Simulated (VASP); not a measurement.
# GePt (Pnma) in VASP: relaxation of cell and atoms with PBE

Aim: the relaxation of cell and atoms of GePt with PBE.

Program: VASP 6.6.1. These are calculated values, not measurements. Logs are shortened: lines on timing, memory, paths and dates and some standing lists are left out, and cuts for length are marked.

### Step 1. The crystal as given

The structure is orthorhombic, space group Pnma (No. 62). Conventional cell: a = 5.810 Å, b = 3.760 Å, c = 6.190 Å, α = 90.00°, β = 90.00°, γ = 90.00°. Around Ge (site symmetry m) lie 6 Pt at 2.48 to 2.72 Å. Around Pt (site symmetry m) lie 6 Ge at 2.48 to 2.72 Å.

The cell was built by a generator and needn't be a form met in nature.

### Step 2. Relaxation of cell and atoms, PBE

The input, INCAR:

```
PREC = Normal ; ENCUT = 520
EDIFF = 1E-4 ; ISMEAR = 0
SIGMA = 0.15 ; LREAL = False
LASPH = True ; NELM = 60
ALGO = Fast ; ISIF = 3
LWAVE = False ; LCHARG = False
GGA = PE ; IBRION = 2
NSW = 24 ; EDIFFG = -0.08
KPAR = 2
```

The input, KPOINTS:

```
Automatic mesh
0
Gamma
  3 5 3
```

The input, POSCAR:

```
GePt
1.0
    5.8100000000      0.0000000000      0.0000000000
    0.0000000000      3.7600000000      0.0000000000
    0.0000000000      0.0000000000      6.1900000000
Ge Pt
4 4
Direct
    0.1950000000      0.2500000000      0.5900000000
    0.3050000000      0.7500000000      0.0900000000
    0.8050000000      0.7500000000      0.4100000000
    0.6950000000      0.2500000000      0.9100000000
    0.4995000000      0.2500000000      0.3090000000
    0.0005000000      0.7500000000      0.8090000000
    0.5005000000      0.7500000000      0.6910000000
    0.9995000000      0.2500000000      0.1910000000
```

Potentials or basis: VASP PAW PBE potentials, release 64 (Ge_d, Pt).

Run with:

```bash
$ cat potpaw_PBE.64/Ge_d/POTCAR potpaw_PBE.64/Pt/POTCAR > POTCAR
$ mpirun -np 2 vasp_std > vasp.out
```

OUTCAR:

```text
PREC = Normal
   ENCUT = 520
   EDIFF = 1E-4
   ISMEAR = 0
   LREAL = False
   LASPH = True
   NELM = 60
   ISIF = 3
   GGA = PE
   IBRION = 2
   NSW = 24
   EDIFFG = -0.08

 ion  position               nearest neighbor table
   1  0.195  0.250  0.590-   5 2.48   6 2.58   6 2.58   7 2.66   7 2.66   8 2.72
   2  0.305  0.750  0.090-   6 2.48   5 2.58   5 2.58   8 2.66   8 2.66   7 2.72
   3  0.805  0.750  0.410-   7 2.48   8 2.58   8 2.58   5 2.66   5 2.66   6 2.72
   4  0.695  0.250  0.910-   8 2.48   7 2.58   7 2.58   6 2.66   6 2.66   5 2.72
   5  0.499  0.250  0.309-   1 2.48   2 2.58   2 2.58   3 2.66   3 2.66   4 2.72   8 3.00   8 3.00
                             7 3.02   7 3.02
   6  0.001  0.750  0.809-   2 2.48   1 2.58   1 2.58   4 2.66   4 2.66   3 2.72   7 3.00   7 3.00
                             8 3.02   8 3.02
   7  0.501  0.750  0.691-   3 2.48   4 2.58   4 2.58   1 2.66   1 2.66   2 2.72   6 3.00   6 3.00
                             5 3.02   5 3.02
   8  0.999  0.250  0.191-   4 2.48   3 2.58   3 2.58   2 2.66   2 2.66   1 2.72   5 3.00   5 3.00
                             6 3.02   6 3.02

  LATTYP: Found a simple orthorhombic cell.
 ALAT       =     3.7600000000
 B/A-ratio  =     1.5452127660
 C/A-ratio  =     1.6462765957

  Lattice vectors:

 A1 = (   0.0000000000,  -3.7600000000,   0.0000000000)
 A2 = (   5.8100000000,   0.0000000000,   0.0000000000)
 A3 = (   0.0000000000,   0.0000000000,   6.1900000000)

Analysis of symmetry for initial positions (statically):
=====================================================================
 Subroutine PRICEL returns:
 Original cell was already a primitive cell.

 Routine SETGRP: Setting up the symmetry group for a
 simple orthorhombic supercell.

 Subroutine GETGRP returns: Found  8 space group operations
 (whereof  2 operations were pure point group operations)
 out of a pool of  8 trial point group operations.

The static configuration has the point symmetry S_2 .
 The point group associated with its full space group is D_2h.

Analysis of symmetry for dynamics (positions and initial velocities):
=====================================================================
 Subroutine PRICEL returns:
 Original cell was already a primitive cell.

 Routine SETGRP: Setting up the symmetry group for a
 simple orthorhombic supercell.

 Subroutine GETGRP returns: Found  8 space group operations
 (whereof  2 operations were pure point group operations)
 out of a pool of  8 trial point group operations.

The dynamic configuration has the point symmetry S_2 .
 The point group associated with its full space group is D_2h.

 Subroutine INISYM returns: Found  8 space group operations
 (whereof  2 operations are pure point group operations),
[... 104 lines left out ...]
   TEBEG  =    0.0;   TEEND  =   0.0 temperature during run
   PSTRESS=    0.0 pullay stress
   NELECT =      96.0000    total number of electrons
   NUPDOWN=      -1.0000    fix difference up-down
   EMIN   =  10.00;   EMAX   =-10.00  energy-range for DOS
   EFERMI =   0.00;   METHOD = LEGACY
   ISMEAR =     0;   SIGMA  =   0.15  broadening in eV -4-tet -1-fermi 0-gaus
   EFERMI_NEDOS =   21; number of points for ismear=-14 and -15
   IALGO  =     68    algorithm
   IMIX   =      4    mixing-type and parameters
     AMIX     =   0.40;   BMIX     =  1.00
     AMIX_MAG =   1.60;   BMIX_MAG =  1.00
  volume/ion in A,a.u.               =      16.90       114.07
  Fermi-wavevector in a.u.,A,eV,Ry     =   1.460429  2.759810 29.019214  2.132852
  Thomas-Fermi vector in A             =   2.576879
   LORBIT       =      0    0 simple, 1 ext, 2 COOP (PROOUT), +10 PAW based schemes
   GGA     = PE    functional components
   LHFCALC =     F    Hartree Fock is set to
   AEXX    =    0.0000 exact exchange contribution
   IVDW    =     0    specifies the selected vdW correction
   LEPSILON=     F    determine dielectric tensor
   LRPA    =     F    only Hartree local field effects (RPA)
 conjugate gradient relaxation of ions
 non-spin polarized calculation
 RMM-DIIS sequential band-by-band and
 Gauss-broadening in eV      SIGMA  =   0.15
  energy-cutoff  :      520.00
  volume of cell :      135.22
 maximum number of plane-waves:      3661
   NGX = 21   NGY = 13   NGZ = 23

--------------------------------------- Ionic step        1  -------------------------------------------

 number of electron      96.0000112 magnetization

 Free energy of the ion-electron system (eV)
  ---------------------------------------------------
  ext. energy  EPLUGINS =         0.00000000
  ---------------------------------------------------
  free energy    TOTEN  =       -46.11884620 eV

  energy without entropy =      -46.09362942  energy(sigma->0) =      -46.10623781

------------------------ aborting loop because EDIFF is reached ----------------------------------------

  FORCE on cell =-STRESS in cart. coord.  units (eV):
  Direction    XX          YY          ZZ          XY          YZ          ZX
  --------------------------------------------------------------------------------------
  -------------------------------------------------------------------------------------
  Total        1.9566977     -0.9637133      1.1758287     -0.0000000      0.0000000      0.0000000
  in kB       23.1835363    -11.4183622     13.9315679     -0.0000000      0.0000000      0.0000000
  external PRESSURE =       8.5655807 kB  Pullay stress =       0.0000000 kB
[... 107 lines left out ...]
  FREE ENERGIE OF THE ION-ELECTRON SYSTEM (eV)
  ---------------------------------------------------
  free  energy   TOTEN  =       -46.1611132500 eV

  energy  without entropy=      -46.1404391243  energy(sigma->0) =      -46.15077619

[... ionic steps 4 to 10 ...]

--------------------------------------- Ionic step       11  -------------------------------------------

 number of electron      95.9999816 magnetization

------------------------ aborting loop because EDIFF is reached ----------------------------------------
[... 79 lines left out ...]
--------------------------------------- Ionic step       13  -------------------------------------------

 number of electron      95.9999808 magnetization

 Free energy of the ion-electron system (eV)
  ---------------------------------------------------
  ext. energy  EPLUGINS =         0.00000000
  ---------------------------------------------------
  free energy    TOTEN  =       -46.18420951 eV

  energy without entropy =      -46.16434705  energy(sigma->0) =      -46.17427828

 E-fermi :   8.9728     XC(G=0): -12.1837

 val. band max:        8.9446294750   @ k =   0.0000   0.2000   0.3333
 cond. band min:       9.0759269581   @ k =   0.3333   0.4000   0.0000
 fundamental gap:      0.1312974830
 Fermi energy:         8.9728465568

 k-point     1 :       0.0000    0.0000    0.0000
  band No.  band energies     occupation
      1     -16.0806      2.00000
      2     -16.0741      2.00000
      3     -16.0723      2.00000
      4     -16.0721      2.00000
      5     -16.0588      2.00000
      6     -16.0524      2.00000
[... 744 lines left out ...]
  FREE ENERGIE OF THE ION-ELECTRON SYSTEM (eV)
  ---------------------------------------------------
  free  energy   TOTEN  =       -46.1842095120 eV

  energy  without entropy=      -46.1643470456  energy(sigma->0) =      -46.17427828

 reached required accuracy - stopping structural energy minimisation
```

CONTCAR:

```text
GePt
   1.00000000000000
     5.9029467107435716    0.0000000000000000    0.0000000000000000
    -0.0000000000000000    3.7038308827252053    0.0000000000000000
     0.0000000000000000    0.0000000000000000    6.2060992747181940
  Ge              Pt
     4     4
Direct
     0.1899422119737375    0.2500000000000000    0.5863013907446065
     0.3100577880262623    0.7500000000000000    0.0863013907446064
     0.8100577880262624    0.7500000000000000    0.4136986092553936
     0.6899422119737376    0.2500000000000000    0.9136986092553935
     0.4990575187571047    0.2500000000000000    0.3050384630567531
     0.0009424812428952    0.7500000000000000    0.8050384630567533
     0.5009424812428952    0.7500000000000000    0.6949615369432467
     0.9990575187571048    0.2500000000000000    0.1949615369432468

  0.00000000E+00  0.00000000E+00  0.00000000E+00
  0.00000000E+00  0.00000000E+00  0.00000000E+00
  0.00000000E+00  0.00000000E+00  0.00000000E+00
  0.00000000E+00  0.00000000E+00  0.00000000E+00
  0.00000000E+00  0.00000000E+00  0.00000000E+00
  0.00000000E+00  0.00000000E+00  0.00000000E+00
  0.00000000E+00  0.00000000E+00  0.00000000E+00
  0.00000000E+00  0.00000000E+00  0.00000000E+00
```

It took 4.9 min on 2 MPI ranks of Intel Xeon Platinum 8175M at 2.50GHz (Skylake/Cascade Lake), shared host; peak memory 0.21 GiB.

What came out:

```yaml
Free_energy: -46.1842 eV
Relaxed_volume: 16.96 Å³/atom
Relaxed_cell: a = 5.903 Å, b = 3.704 Å, c = 6.206 Å, α = 90.00°, β = 90.00°, γ = 90.00°
Space_group_after_relaxing_to_0.05_Å: Pnma (No. 62)
Energy_gained_by_relaxing: 8.2 meV/atom
Ionic_steps: 13
Pressure_after_relaxing: -0.2 GPa
Largest_force_after_relaxing: 0.026 eV/Å
Band_gap_on_the_k_mesh: none (metal or under the smearing width)
```

Forces in eV/Å, atoms in the order of the input:
```
Ge   0.002  0.000 -0.026
Ge  -0.002  0.000 -0.026
Ge  -0.002  0.000  0.026
Ge   0.002  0.000  0.026
Pt  -0.010  0.000 -0.016
Pt   0.010  0.000 -0.016
Pt   0.010  0.000  0.016
Pt  -0.010  0.000  0.016
```

Stress tensor (GPa, compression positive):
```
-0.24  0.00  0.00
 0.00 -0.36  0.00
 0.00  0.00  0.01
```

The path:
```csv
step,energy change (eV),largest force (eV/Å),pressure (GPa),volume (Å³)
1,0.0000,0.3856,0.86,135.22
2,-0.0422,0.1542,-1.84,136.99
3,-0.0423,0.1620,-0.76,136.83
4,-0.0423,0.1544,-1.77,136.92
5,-0.0473,0.2375,1.12,134.25
6,-0.0551,0.1926,-0.27,135.44
7,-0.0550,0.1894,1.08,135.25
8,-0.0551,0.1932,-0.50,135.39
9,-0.0551,0.1890,0.26,135.32
10,-0.0551,0.1925,0.34,135.35
11,-0.0612,0.1166,0.17,135.33
12,-0.0638,0.0843,0.17,135.31
13,-0.0654,0.0256,-0.20,135.69
```

Final structure:
```xyz
8
Lattice="5.9029 0.0000 0.0000 0.0000 3.7038 0.0000 0.0000 0.0000 6.2061" Properties=species:S:1:pos:R:3 pbc="T T T"
Ge    1.1212    0.9260    3.6386
Ge    1.8303    2.7779    0.5356
Ge    4.7817    2.7779    2.5675
Ge    4.0727    0.9260    5.6705
Pt    2.9459    0.9260    1.8931
Pt    0.0056    2.7779    4.9961
Pt    2.9570    2.7779    4.3130
Pt    5.8974    0.9260    1.2100
```

Levels at points of the mesh, in eV from the Fermi level:
| k point | band 46 | band 47 | band 48 | band 49 | band 50 | band 51 |
| --- | --- | --- | --- | --- | --- | --- |
| (0.00, 0.00, 0.00) | -1.41 | -1.02 | -0.96 | 0.61 | 0.81 | 3.04 |

Caveat: the k mesh is coarse (spacing up to 0.36 Å⁻¹), so the values aren't converged; the relaxation stopped at a loose force limit of 0.08 eV/Å, so its end isn't a converged minimum.
